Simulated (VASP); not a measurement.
# Al (Fm-3m) in VASP: further runs, part 2 of 2

VASP 6.6.1. The steps go on from the part before.

**3. Relaxation of cell and atoms, r2SCAN**

This run uses another cell than the first one, of 15.86 Å³/atom, 0.955 times its volume.

The input, INCAR:

```
PREC = Accurate
ENCUT = 600
EDIFF = 1E-7
ISMEAR = 1
SIGMA = 0.1
LREAL = False
LASPH = True
NELM = 80
ALGO = Normal
ISIF = 3
LWAVE = False
LCHARG = False
METAGGA = R2SCAN
LMIXTAU = True
IBRION = 2
NSW = 90
EDIFFG = -0.005
```

The input, KPOINTS:

```
Automatic mesh
0
Gamma
  16 16 16
```

The input, POSCAR:

```
Al                                      
1.0
    0.0000000000      1.9943126525      1.9943126525
    1.9943126525     -0.0000000000      1.9943126525
    1.9943126525      1.9943126525      0.0000000000
  Al            
     1
Direct
     0.0000000000000000    0.0000000000000000    0.0000000000000000
```

Potentials or basis: VASP PAW PBE potentials, release 64 (Al).

Run with:

```
> cat potpaw_PBE.64/Al/POTCAR > POTCAR
> mpirun -np 1 vasp_std > vasp.out
```

OUTCAR:

```text
PREC = Accurate
   ENCUT = 600
   EDIFF = 1E-7
   ISMEAR = 1
   LREAL = False
   LASPH = True
   NELM = 80
   ISIF = 3
   METAGGA = R2SCAN
   IBRION = 2
   NSW = 90
   EDIFFG = -0.005

 ion  position               nearest neighbor table
   1  0.000  0.000  0.000-

  LATTYP: Found a face centered cubic cell.
 ALAT       =     3.9886253050

  Lattice vectors:

 A1 = (   0.0000000000,   1.9943126525,   1.9943126525)
 A2 = (   1.9943126525,   0.0000000000,   1.9943126525)
 A3 = (   1.9943126525,   1.9943126525,   0.0000000000)

Analysis of symmetry for initial positions (statically):
=====================================================================
 Subroutine PRICEL returns:
 Original cell was already a primitive cell.

 Routine SETGRP: Setting up the symmetry group for a
 face centered cubic supercell.

 Subroutine GETGRP returns: Found 48 space group operations
 (whereof 48 operations were pure point group operations)
 out of a pool of 48 trial point group operations.

The static configuration has the point symmetry O_h .

Analysis of symmetry for dynamics (positions and initial velocities):
=====================================================================
 Subroutine PRICEL returns:
 Original cell was already a primitive cell.

 Routine SETGRP: Setting up the symmetry group for a
 face centered cubic supercell.

 Subroutine GETGRP returns: Found 48 space group operations
 (whereof 48 operations were pure point group operations)
 out of a pool of 48 trial point group operations.

The dynamic configuration has the point symmetry O_h .

 Subroutine INISYM returns: Found 48 space group operations
 (whereof 48 operations are pure point group operations),
 and found     1 'primitive' translations

----------------------------------------------------------------------------------------

                                     Primitive cell

  volume of cell :      15.8639

  direct lattice vectors                    reciprocal lattice vectors
     0.000000000  1.994312652  1.994312652    -0.250712946  0.250712946  0.250712946
     1.994312652  0.000000000  1.994312652     0.250712946 -0.250712946  0.250712946
     1.994312652  1.994312652  0.000000000     0.250712946  0.250712946 -0.250712946

  length of vectors
     2.820384001  2.820384001  2.820384001     0.434247560  0.434247560  0.434247560

  position of ions in fractional coordinates (direct lattice)
     0.000000000  0.000000000  0.000000000

  ion indices of the primitive-cell ions
   primitive index   ion index
                 1           1

----------------------------------------------------------------------------------------

 KPOINTS: Automatic mesh

Automatic generation of k-mesh.
 Grid dimensions read from file:
 generate k-points for:   16   16   16

 Generating k-lattice:

  Cartesian coordinates                     Fractional coordinates (reciprocal lattice)
    -0.015669559  0.015669559  0.015669559     0.062500000  0.000000000  0.000000000
     0.015669559 -0.015669559  0.015669559     0.000000000  0.062500000  0.000000000
     0.015669559  0.015669559 -0.015669559     0.000000000  0.000000000  0.062500000

  Length of vectors
     0.027140473  0.027140473  0.027140473

  Shift w.r.t. Gamma in fractional coordinates (k-lattice)
     0.000000000  0.000000000  0.000000000

 Subroutine IBZKPT returns following result:
 ===========================================

 Found    145 irreducible k-points:

 Following reciprocal coordinates:
            Coordinates               Weight
  0.000000  0.000000  0.000000      1.000000
  0.062500  0.000000  0.000000      8.000000
  0.125000  0.000000  0.000000      8.000000
  0.187500  0.000000  0.000000      8.000000
  0.250000  0.000000  0.000000      8.000000
  0.312500  0.000000  0.000000      8.000000
[... 16 lines left out ...]
 -0.125000  0.062500  0.000000     24.000000
 -0.062500  0.062500  0.000000     12.000000
 [... further k-points ...]
   k-points           NKPTS =    145   k-points in BZ     NKDIM =    145   number of bands    NBANDS=      5
   number of dos      NEDOS =    301   number of ions     NIONS =      1
   total plane-waves  NPLWV =  13824
   dimension x,y,z NGX =    24 NGY =   24 NGZ =   24
   dimension x,y,z NGXF=    48 NGYF=   48 NGZF=   48
   ions per type =               1
   NGX,Y,Z   is equivalent  to a cutoff of  14.15, 14.15, 14.15 a.u.
   NGXF,Y,Z  is equivalent  to a cutoff of  28.29, 28.29, 28.29 a.u.
 SYSTEM =  unknown system
   PREC   = accura    normal or accurate (medium, high low for compatibility)
   ISTART =      0    job   : 0-new  1-cont  2-samecut
   ICHARG =      2    charge: 1-file 2-atom 10-const
   ISPIN  =      1    spin polarized calculation?
   LNONCOLLINEAR =      F non collinear calculations
   LSORBIT =      F    spin-orbit coupling
   LASPH  =      T    aspherical Exc in radial PAW
   ENCUT  =  600.0 eV  44.10 Ry    6.64 a.u.   5.63  5.63  5.63*2*pi/ulx,y,z
   NELM   =     80;   NELMIN=  2; NELMDL= -5     # of ELM steps
   EDIFF  = 0.1E-06   stopping-criterion for ELM
   LREAL  =      F    real-space projection
   EDIFFG = -.5E-02   stopping-criterion for IOM
   NSW    =     90    number of steps for IOM
   IBRION =      2    ionic relax: 0-MD 1-quasi-New 2-CG
   NFREE  =      1    steps in history (QN), initial steepest desc. (CG)
   ISIF   =      3    stress and relaxation
   ISYM   =      2    0-nonsym 1-usesym 2-fastsym
   POTIM  = 0.5000    time-step for ionic-motion
   TEBEG  =    0.0;   TEEND  =   0.0 temperature during run
   PSTRESS=    0.0 pullay stress
   NELECT =       3.0000    total number of electrons
   NUPDOWN=      -1.0000    fix difference up-down
   EMIN   =  10.00;   EMAX   =-10.00  energy-range for DOS
   EFERMI =   0.00;   METHOD = LEGACY
   ISMEAR =     1;   SIGMA  =   0.10  broadening in eV -4-tet -1-fermi 0-gaus
   EFERMI_NEDOS =   21; number of points for ismear=-14 and -15
   IALGO  =     38    algorithm
   IMIX   =      4    mixing-type and parameters
     AMIX     =   0.40;   BMIX     =  1.00
     AMIX_MAG =   1.60;   BMIX_MAG =  1.00
  volume/ion in A,a.u.               =      15.86       107.05
  Fermi-wavevector in a.u.,A,eV,Ry     =   0.939677  1.775732 12.013851  0.882993
  Thomas-Fermi vector in A             =   2.067013
   LORBIT       =      0    0 simple, 1 ext, 2 COOP (PROOUT), +10 PAW based schemes
   METAGGA = R2SCAN    functional components
   LHFCALC =     F    Hartree Fock is set to
   AEXX    =    0.0000 exact exchange contribution
   IVDW    =     0    specifies the selected vdW correction
   LEPSILON=     F    determine dielectric tensor
   LRPA    =     F    only Hartree local field effects (RPA)
 conjugate gradient relaxation of ions
 non-spin polarized calculation
 Methfessel and Paxton  Order N= 1 SIGMA  =   0.10
  energy-cutoff  :      600.00
  volume of cell :       15.86
 maximum number of plane-waves:       544
   NGX = 11   NGY = 11   NGZ = 11

 number of electron       3.0000000 magnetization

 Free energy of the ion-electron system (eV)
  ---------------------------------------------------
  ext. energy  EPLUGINS =         0.00000000
  ---------------------------------------------------
  free energy    TOTEN  =        -6.74360058 eV

  energy without entropy =       -6.74379953  energy(sigma->0) =       -6.74366689

 E-fermi :   8.4578     XC(G=0): -11.0538

 val. band max:        8.4460983574   @ k =  -0.3125   0.4375   0.1250
 cond. band min:       8.5692455246   @ k =   0.5000   0.2500   0.1250
 fundamental gap:      0.1231471672
 Fermi energy:         8.4577863000

 k-point     1 :       0.0000    0.0000    0.0000
  band No.  band energies     occupation
      1      -3.6884      2.00000
      2      21.9797      0.00000
      3      21.9797      0.00000
      4      21.9797      0.00000
      5      24.2033      0.00000

 k-point     2 :       0.0625    0.0000    0.0000
  band No.  band energies     occupation
      1      -3.5726      2.00000
      2      20.1635      0.00000
      3      21.6697      0.00000
      4      21.6697      0.00000
      5      24.6739      0.00000
[... 169 lines left out ...]
 k-point    24 :      -0.0625    0.0625    0.0000
  band No.  band energies     occupation
      1      -3.3798      2.00000
      2      18.9757      0.00000
      3      19.9156      0.00000
      4      22.2799      0.00000
      5      24.4136      0.00000

 [... further k-points ...]

------------------------ aborting loop because EDIFF is reached ----------------------------------------

  FORCE on cell =-STRESS in cart. coord.  units (eV):
  Direction    XX          YY          ZZ          XY          YZ          ZX
  --------------------------------------------------------------------------------------
  -------------------------------------------------------------------------------------
  Total        0.0033775      0.0033775      0.0033775     -0.0000000     -0.0000000      0.0000000
  in kB        0.3411074      0.3411074      0.3411074     -0.0000000     -0.0000000      0.0000000
  external PRESSURE =       0.3411074 kB  Pullay stress =       0.0000000 kB

 VOLUME and BASIS-vectors are now :
 -----------------------------------------------------------------------------
  energy-cutoff  :      600.00
  volume of cell :       15.86
      direct lattice vectors                 reciprocal lattice vectors
     0.000000000  1.994312652  1.994312652    -0.250712946  0.250712946  0.250712946
     1.994312652  0.000000000  1.994312652     0.250712946 -0.250712946  0.250712946
     1.994312652  1.994312652  0.000000000     0.250712946  0.250712946 -0.250712946

 POSITION                                       TOTAL-FORCE (eV/Angst)
 -----------------------------------------------------------------------------------
      0.00000      0.00000      0.00000         0.000000      0.000000     -0.000000
 -----------------------------------------------------------------------------------
    total drift:                                0.000000      0.000000     -0.000000

  FREE ENERGIE OF THE ION-ELECTRON SYSTEM (eV)
  ---------------------------------------------------
  free  energy   TOTEN  =        -6.7436005769 eV

  energy  without entropy=       -6.7437995298  energy(sigma->0) =       -6.74366689

 reached required accuracy - stopping structural energy minimisation
```

CONTCAR:

```text
Al
   1.00000000000000
     0.0000000000000000    1.9943126524999999    1.9943126524999999
     1.9943126524999999    0.0000000000000000    1.9943126524999999
     1.9943126524999999    1.9943126524999999    0.0000000000000000
  Al
     1
Direct
     0.0000000000000000    0.0000000000000000    0.0000000000000000

  0.00000000E+00  0.00000000E+00  0.00000000E+00
```

It took 25 s on 1 thread of Intel Xeon 6975P-C (Granite Rapids), shared host; peak memory 0.14 GiB.

Results:

| Property | Result |
| --- | --- |
| Free energy | -6.7436 eV |
| Pressure after relaxing | 0.0 GPa |
| Band gap on the k mesh | none (metal or under the smearing width) |

Final structure:
```xyz
1
Lattice="0.0000 1.9943 1.9943 1.9943 0.0000 1.9943 1.9943 1.9943 0.0000" Properties=species:S:1:pos:R:3 pbc="T T T"
Al    0.0000    0.0000    0.0000
```

Caveat: the relaxation stopped at its first step, so nothing moved; the PAW data sets were made with another functional, which shifts forces and pressure a little.

**4. Relaxation of cell and atoms, PBE**

The input, INCAR:

```
PREC = Accurate
ENCUT = 600
EDIFF = 1E-6
ISMEAR = 1
SIGMA = 0.1
LREAL = F
LASPH = T
NELM = 80
ALGO = Normal
ISIF = 3
LWAVE = F
LCHARG = F
GGA = PE
IBRION = 2
NSW = 90
EDIFFG = -0.01
```

The input, KPOINTS:

```
regular mesh
0
Gamma
  16 16 16
```

The input, POSCAR:

```
Al
1.0
    0.0000000000      2.0248050000      2.0248050000
    2.0248050000      0.0000000000      2.0248050000
    2.0248050000      2.0248050000      0.0000000000
Al
1
Direct
    0.0000000000      0.0000000000      0.0000000000
```

Run with:

```
> cat potpaw_PBE.64/Al/POTCAR > POTCAR
> mpirun -np 1 vasp_std > vasp.out
```

Run time: 9.9 s. Hardware: 1 thread of Intel Xeon Platinum 8259CL at 2.50GHz (Skylake/Cascade Lake), shared host; peak memory 0.14 GiB.

The run converged. Its results:

```yaml
Free_energy: -3.7516 eV
Relaxed_volume: 16.48 Å³/atom
Relaxed_cell: a = 2.856 Å, b = 2.856 Å, c = 2.856 Å, α = 60.00°, β = 60.00°, γ = 60.00°
Space_group_after_relaxing_to_0.05_Å: Fm-3m (No. 225)
Energy_gained_by_relaxing: 0.2 meV/atom
Ionic_steps: 3
Pressure_after_relaxing: 0.0 GPa
Band_gap_on_the_k_mesh: none (metal or under the smearing width)
```

Step by step:
| step | energy change (eV) | largest force (eV/Å) | pressure (GPa) | volume (Å³) |
| --- | --- | --- | --- | --- |
| 1 | 0.0000 | 0.0000 | -0.60 | 16.60 |
| 2 | -0.0002 | 0.0000 | 0.11 | 16.45 |
| 3 | -0.0002 | 0.0000 | 0.01 | 16.48 |

Final structure:
```
Al
1.0
     0.00000    2.01964    2.01964
     2.01964    0.00000    2.01964
     2.01964    2.01964    0.00000
Al
1
Cartesian
  0.0000 0.0000 0.0000
```

Levels at points of the mesh, in eV from the Fermi level:
| k point | band 1 | band 2 | band 3 | band 4 |
| --- | --- | --- | --- | --- |
| (0.00, 0.00, 0.00) | -11.19 | 12.59 | 12.59 | 12.59 |
| (0.50, 0.00, 0.00) | -4.64 | -4.42 | 11.38 | 11.38 |
| (0.50, 0.50, 0.00) | -2.97 | -1.64 | 5.22 | 5.56 |
